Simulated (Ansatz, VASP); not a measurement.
## Li in VASP and in Ansatz

INCAR

```
SYSTEM = Li
PREC     = Accurate       ! precision mode
ENCUT    = 600            ! plane-wave cutoff, eV
EDIFF    = 1E-6           ! SCF threshold, eV
ISMEAR   = 0              ! smearing method
SIGMA    = 0.15           ! smearing width, eV
LREAL    = .FALSE.        ! projectors in reciprocal space
LASPH    = .TRUE.         ! aspherical terms in the spheres
NELM     = 100            ! most SCF steps
ALGO     = Normal         ! electronic algorithm
ISIF     = 3              ! what is computed and relaxed
LWAVE    = .FALSE.        ! write WAVECAR
LCHARG   = .FALSE.        ! write CHGCAR
GGA      = PE             ! functional
IVDW     = 12             ! dispersion correction
IBRION   = 2              ! ionic algorithm
NSW      = 100            ! ionic steps
EDIFFG   = -0.01          ! ionic threshold
```

The input KPOINTS:

```
regular mesh
0
G
  8 8 8
  0 0 0
```

File POSCAR:

```
Li
1.0
    4.1769653562      0.0000000000      0.0000000000
    0.0000000000     -4.1769653562      0.0000000000
    0.0000000000      0.0000000000     -4.1769653562
Li
4
Direct
    0.0166240008      0.4281481333      0.5049414667
    0.5256080770      0.0210627968      0.5200559436
    0.4713786372      0.5403895044     -0.0582888704
   -0.0136107149      0.0103995655      0.0332914601
```

Input for Ansatz:

```yaml
crystal:
  lattice:
    - [4.1769653562, 0.0, 0.0]
    - [0.0, -4.1769653562, 0.0]
    - [0.0, 0.0, -4.1769653562]
  atoms:
    - { symbol: Li, position: [0.0166240008, 0.4281481333, 0.5049414667] }
    - { symbol: Li, position: [0.525608077, 0.0210627968, 0.5200559436] }
    - { symbol: Li, position: [0.4713786372, 0.5403895044, -0.0582888704] }
    - { symbol: Li, position: [-0.0136107149, 0.0103995655, 0.0332914601] }
basis:
  ecutwfc: 420
kpoints:
  mp_grid: { grid: [8, 8, 8] }
hamiltonian:
  xc: pbe
  dispersion: d3bj
scf:
  occupations: { method: gaussian, width: 0.15 }
output:
  forces: true
  stress: true
  eigenvalues: true
relax:
  adjacent_minimum: "off"
  f_tol: 0.01
  max_steps: 80
  cell: { stress_tol: 0.1 }
```

Change from the starting cell: all atoms moved at random, sigma 0.25 Å a component; relaxed back.

Alike in both runs: task relaxation of cell and atoms; functional PBE; dispersion D3(BJ); k mesh 8 × 8 × 8; occupations gaussian, width 0.15 eV; no spin polarisation.

|  | VASP | Ansatz |
| --- | --- | --- |
| version | VASP 6.6.1 | Ansatz 0.2.0 |
| potentials or method | VASP PAW PBE potentials, release 64 (Li_sv) | scalar-relativistic, plane waves, PAW |
| plane-wave cutoff (eV) | 600 | 420 |
| valence electrons in the cell | 12 | 12 |

|  | VASP | Ansatz | Ansatz less VASP |
| --- | --- | --- | --- |
| gap on the k mesh at the Fermi level, each at its own relaxed structure (eV) | none | none | - |
| relaxed volume (Å³/atom) | 18.08 | 18.24 | +0.158 |
| relaxed cell length with the largest relative difference (Å) | 4.191 | 4.243 | +0.0521 |
| energy change over the relaxation (meV/atom) | -59 | -59 | -0.1 |

A gap of «none» marks a metal or a gap that the smearing closes.

Caveats: the cutoff is under 1.25 times the usual one of these potentials, so pressure, stress and relaxed cells hold a basis-set (Pulay) error (VASP); pairwise dispersion overbinds metals, which lowers pressure and volume.
